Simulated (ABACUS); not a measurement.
Runs of ABACUS 3.10.1 on I. It takes space group Fmmm (No. 69, orthorhombic). Conventional cell: a = 4.384 Å, b = 4.731 Å, c = 7.820 Å, α = 90.00°, β = 90.00°, γ = 90.00°. I (site symmetry mmm) is surrounded by 4 I at 3.23 Å. 

| task | level | potentials or basis | cell | k mesh | cutoff (eV) | SCF threshold on the density | eigensolver | symmetry key | orbital files | points for each segment of the path | gap on the mesh (eV) | pressure (GPa) |
| --- | --- | --- | --- | --- | --- | --- | --- | --- | --- | --- | --- | --- |
| single point | PBE | SG15 ONCV 1.2 PBE, plane waves | as given | 7 × 7 × 7 | 966 | 1e-08 | dav | 1 | - | - | none | (a) |
| single point | LDA | PseudoDojo NC SR 0.4.1 LDA standard, DZP LCAO (the cutoffs set its grid) | as given | 8 × 8 × 8 | 1361 | 1e-07 | genelpa | 1 | I I_confined-atom_8au_2s2p1d.orb | - | none | -1.3 |
| single point | LDA | PseudoDojo NC SR 0.4.1 LDA standard, plane waves | as given | 7 × 7 × 7 | 966 | 1e-08 | dav | 1 | - | - | none | -2.2 |
| relaxation of cell and atoms | PBE | SG15 ONCV 1.2 PBE, plane waves | relaxed | 7 × 7 × 7 | 966 | 1e-08 | dav | 1 | - | - | none | 0.0 |

Alike in all rows: no spin polarisation; smearing fermi-dirac 0.05 eV.

Task: Estimate the missing entries.

Result: (a) 0.6.

Caveats: an odd number of electrons without spin polarisation forces a metal; a magnetic or distorted state may lie lower; the atomic orbitals were generated for these runs and aren't a published set (some runs); the basis of atomic orbitals isn't converged, which shifts pressures, moduli and gaps (some runs).

A k mesh can miss the band edges, and the runs leave out spin-orbit coupling on I.

A gap of «none» marks a metal or a gap under the smearing width.

The runs don't all hold the same shells in valence.
